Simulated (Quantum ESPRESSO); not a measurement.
**MnO in Quantum ESPRESSO: the effect of magnetic state**

The system is MnO.

```xyz
2
Lattice="0.0000 2.2220 2.2220 2.2220 0.0000 2.2220 2.2220 2.2220 0.0000" Properties=species:S:1:pos:R:3 pbc="T T T"
Mn    0.0000    0.0000    0.0000
O     2.2220    2.2220    2.2220
```

Alike in all runs:

| Quantity | Value |
| --- | --- |
| Program | Quantum ESPRESSO 7.5 |
| Task | single point |
| Functional | PBEsol |
| Potentials or basis | PseudoDojo 0.4.1 SR PBEsol standard |
| Cutoff | 1306 eV |
| Density cutoff | 5225 eV |
| k mesh | 7 × 7 × 7 |
| Occupations | gaussian, width 0.05 eV |
| Hubbard terms | Mn d U = 2 eV |

| magnetic state | spin | starting moments | fixed moment | pressure (GPa) |
| --- | --- | --- | --- | --- |
| nm | no spin polarisation | - | - | -39.0 |
| nm_spin | collinear spin, zero start | [0.0, 0.0] μB | 0 μB | -39.0 |
| fm | collinear spin, ferromagnetic start | [5.0, 0.0] μB | - | ? |

Task: What does the run with magnetic state fm give?

Result: Pressure 0.5 GPa.

Caveats: a pressure of tens of GPa on the cell as given is suspect, and the run, the potentials or the cell itself is likely at fault (some runs); an odd number of electrons without spin polarisation forces a metal (some runs); a magnetic or distorted state may lie lower (some runs); U without spin polarisation on a metal has little footing (some runs); the total moment is fixed, so each spin has its own Fermi level (some runs); a cell with one magnetic atom can't hold antiferromagnetic order, which such compounds often take (some runs).
